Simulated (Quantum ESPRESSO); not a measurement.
A calculation with Quantum ESPRESSO 7.5 of PbF2 (Fluorocronite) (native input, structure typed inline):

Contents of pw.in:

```
&CONTROL
  calculation = 'scf'
  prefix = 'pwscf'
  outdir = './tmp'
  pseudo_dir = './pseudo'
  tprnfor = .true.
  tstress = .true.
  disk_io = 'nowf'
/
&SYSTEM
  ibrav = 0
  nat = 3
  ntyp = 2
  ecutwfc = 55
  ecutrho = 440
  nbnd = 21
  occupations = 'smearing'
  smearing = 'fd'
  degauss = 0.00367493
/
&ELECTRONS
  conv_thr = 6d-10
  electron_maxstep = 120
  mixing_beta = 0.5
/
ATOMIC_SPECIES
Pb   207.2000 Pb.pbe-dn-kjpaw_psl.0.2.2.UPF
F     18.9984 f_pbe_v1.4.uspp.F.UPF
CELL_PARAMETERS angstrom
   0.0000000000    2.9636600000    2.9636600000
   2.9636600000    0.0000000000    2.9636600000
   2.9636600000    2.9636600000    0.0000000000
ATOMIC_POSITIONS crystal
Pb     0.0000000000    0.0000000000    0.0000000000
F      0.7500000000    0.7500000000    0.7500000000
F      0.2500000000    0.2500000000    0.2500000000
K_POINTS automatic
8 8 8 0 0 0
```

Potentials or basis: SSSP 1.3 efficiency PBE.

Command:

```sh
$ OMP_NUM_THREADS=1 pw.x -in pw.in > pw.out
```

Question: Write the same calculation in another form: ASE script, structure from a CIF.

Answer: As run:

The input run.py:

```python
import numpy as np
from ase.calculators.espresso import Espresso, EspressoProfile
import spglib
from ase import Atoms
from ase.io import read

atoms = read('PbF2.cif')
cell, pos, num = spglib.standardize_cell((atoms.cell[:], atoms.get_scaled_positions(), atoms.numbers), to_primitive=True, symprec=1e-4)
atoms = Atoms(numbers=num, cell=cell, scaled_positions=pos, pbc=True)

input_data = {
    'control': {'calculation': 'scf', 'prefix': 'pwscf', 'outdir': './tmp', 'tprnfor': True, 'tstress': True, 'disk_io': 'nowf'},
    'system': {'ecutwfc': 55.0, 'ecutrho': 440.0, 'nbnd': 21, 'occupations': 'smearing', 'smearing': 'fd', 'degauss': 0.00367493},
    'electrons': {'conv_thr': 6e-10, 'electron_maxstep': 120, 'mixing_beta': 0.5},
}
pseudopotentials = {'Pb': 'Pb.pbe-dn-kjpaw_psl.0.2.2.UPF', 'F': 'f_pbe_v1.4.uspp.F.UPF'}
profile = EspressoProfile(command='pw.x', pseudo_dir='pseudo')
dft = Espresso(profile=profile, input_data=input_data, pseudopotentials=pseudopotentials, kpts=(8, 8, 8), koffset=(0, 0, 0))
atoms.calc = dft

print(f'energy {atoms.get_potential_energy():.8f} eV')
print('forces (eV/A)')
print(np.round(atoms.get_forces(), 6))
print('stress (eV/A^3, Voigt)')
print(np.round(atoms.get_stress(), 8))
print(f'Fermi level {dft.get_fermi_level():.4f} eV')
```

File PbF2.cif:

```cif
data_PbF2
_cell_length_a 5.92732000
_cell_length_b 5.92732000
_cell_length_c 5.92732000
_cell_angle_alpha 90.00000000
_cell_angle_beta 90.00000000
_cell_angle_gamma 90.00000000
_space_group_name_H-M_alt 'Fm-3m'
_space_group_name_Hall '-F 4 2 3'
_space_group_IT_number 225
loop_
_space_group_symop_operation_xyz
'x,y,z'
'-x,-y,-z'
'-y,x,z'
'y,-x,-z'
'-x,-y,z'
'x,y,-z'
'y,-x,z'
'-y,x,-z'
'x,-y,-z'
'-x,y,z'
'-y,-x,-z'
'y,x,z'
'-x,y,-z'
'x,-y,z'
'y,x,-z'
'-y,-x,z'
'z,x,y'
'-z,-x,-y'
'z,-y,x'
'-z,y,-x'
'z,-x,-y'
'-z,x,y'
'z,y,-x'
'-z,-y,x'
'-z,x,-y'
'z,-x,y'
'-z,-y,-x'
'z,y,x'
'-z,-x,y'
'z,x,-y'
'-z,y,x'
'z,-y,-x'
'y,z,x'
'-y,-z,-x'
'x,z,-y'
'-x,-z,y'
'-y,z,-x'
'y,-z,x'
'-x,z,y'
'x,-z,-y'
'-y,-z,x'
'y,z,-x'
'-x,-z,-y'
'x,z,y'
'y,-z,-x'
'-y,z,x'
'x,-z,y'
'-x,z,-y'
'x,y+1/2,z+1/2'
'-x,-y+1/2,-z+1/2'
'-y,x+1/2,z+1/2'
'y,-x+1/2,-z+1/2'
'-x,-y+1/2,z+1/2'
'x,y+1/2,-z+1/2'
'y,-x+1/2,z+1/2'
'-y,x+1/2,-z+1/2'
'x,-y+1/2,-z+1/2'
'-x,y+1/2,z+1/2'
'-y,-x+1/2,-z+1/2'
[... 41 lines left out ...]
'-x+1/2,-y,z+1/2'
'x+1/2,y,-z+1/2'
'y+1/2,-x,z+1/2'
'-y+1/2,x,-z+1/2'
'x+1/2,-y,-z+1/2'
'-x+1/2,y,z+1/2'
'-y+1/2,-x,-z+1/2'
'y+1/2,x,z+1/2'
'-x+1/2,y,-z+1/2'
'x+1/2,-y,z+1/2'
'y+1/2,x,-z+1/2'
'-y+1/2,-x,z+1/2'
'z+1/2,x,y+1/2'
'-z+1/2,-x,-y+1/2'
'z+1/2,-y,x+1/2'
'-z+1/2,y,-x+1/2'
'z+1/2,-x,-y+1/2'
'-z+1/2,x,y+1/2'
'z+1/2,y,-x+1/2'
'-z+1/2,-y,x+1/2'
'-z+1/2,x,-y+1/2'
'z+1/2,-x,y+1/2'
'-z+1/2,-y,-x+1/2'
'z+1/2,y,x+1/2'
'-z+1/2,-x,y+1/2'
'z+1/2,x,-y+1/2'
'-z+1/2,y,x+1/2'
'z+1/2,-y,-x+1/2'
'y+1/2,z,x+1/2'
'-y+1/2,-z,-x+1/2'
'x+1/2,z,-y+1/2'
'-x+1/2,-z,y+1/2'
'-y+1/2,z,-x+1/2'
'y+1/2,-z,x+1/2'
'-x+1/2,z,y+1/2'
'x+1/2,-z,-y+1/2'
'-y+1/2,-z,x+1/2'
'y+1/2,z,-x+1/2'
'-x+1/2,-z,-y+1/2'
'x+1/2,z,y+1/2'
'y+1/2,-z,-x+1/2'
'-y+1/2,z,x+1/2'
'x+1/2,-z,y+1/2'
'-x+1/2,z,-y+1/2'
'x+1/2,y+1/2,z'
'-x+1/2,-y+1/2,-z'
'-y+1/2,x+1/2,z'
'y+1/2,-x+1/2,-z'
'-x+1/2,-y+1/2,z'
'x+1/2,y+1/2,-z'
'y+1/2,-x+1/2,z'
'-y+1/2,x+1/2,-z'
'x+1/2,-y+1/2,-z'
'-x+1/2,y+1/2,z'
'-y+1/2,-x+1/2,-z'
'y+1/2,x+1/2,z'
'-x+1/2,y+1/2,-z'
'x+1/2,-y+1/2,z'
'y+1/2,x+1/2,-z'
'-y+1/2,-x+1/2,z'
'z+1/2,x+1/2,y'
'-z+1/2,-x+1/2,-y'
'z+1/2,-y+1/2,x'
'-z+1/2,y+1/2,-x'
'z+1/2,-x+1/2,-y'
'-z+1/2,x+1/2,y'
'z+1/2,y+1/2,-x'
'-z+1/2,-y+1/2,x'
'-z+1/2,x+1/2,-y'
'z+1/2,-x+1/2,y'
'-z+1/2,-y+1/2,-x'
'z+1/2,y+1/2,x'
'-z+1/2,-x+1/2,y'
'z+1/2,x+1/2,-y'
'-z+1/2,y+1/2,x'
'z+1/2,-y+1/2,-x'
'y+1/2,z+1/2,x'
'-y+1/2,-z+1/2,-x'
'x+1/2,z+1/2,-y'
'-x+1/2,-z+1/2,y'
'-y+1/2,z+1/2,-x'
'y+1/2,-z+1/2,x'
'-x+1/2,z+1/2,y'
'x+1/2,-z+1/2,-y'
'-y+1/2,-z+1/2,x'
'y+1/2,z+1/2,-x'
'-x+1/2,-z+1/2,-y'
'x+1/2,z+1/2,y'
'y+1/2,-z+1/2,-x'
'-y+1/2,z+1/2,x'
'x+1/2,-z+1/2,y'
'-x+1/2,z+1/2,-y'
loop_
_atom_site_label
_atom_site_type_symbol
_atom_site_symmetry_multiplicity
_atom_site_Wyckoff_symbol
_atom_site_fract_x
_atom_site_fract_y
_atom_site_fract_z
_atom_site_occupancy
Pb1 Pb 4 a 0.0000000000 0.0000000000 0.0000000000 1
F1 F 8 c 0.2500000000 0.2500000000 0.7500000000 1
```

Potentials or basis: SSSP 1.3 efficiency PBE.

The run is started by

```sh
$ OMP_NUM_THREADS=1 python run.py
```

Both were run:

|  | native input, structure typed inline | ASE script, structure from a CIF |
| --- | --- | --- |
| Pressure | 2.7 GPa | 2.7 GPa |
| Band gap on the k mesh | 4.41 eV, indirect (least direct gap 4.56 eV) | 4.41 eV, indirect (least direct gap 4.56 eV) |

Keys that steer only the numerical path or the files written may differ.

Caveat: spin-orbit coupling is left out, which as a rule narrows the gap of such compounds by several tenths of an eV.
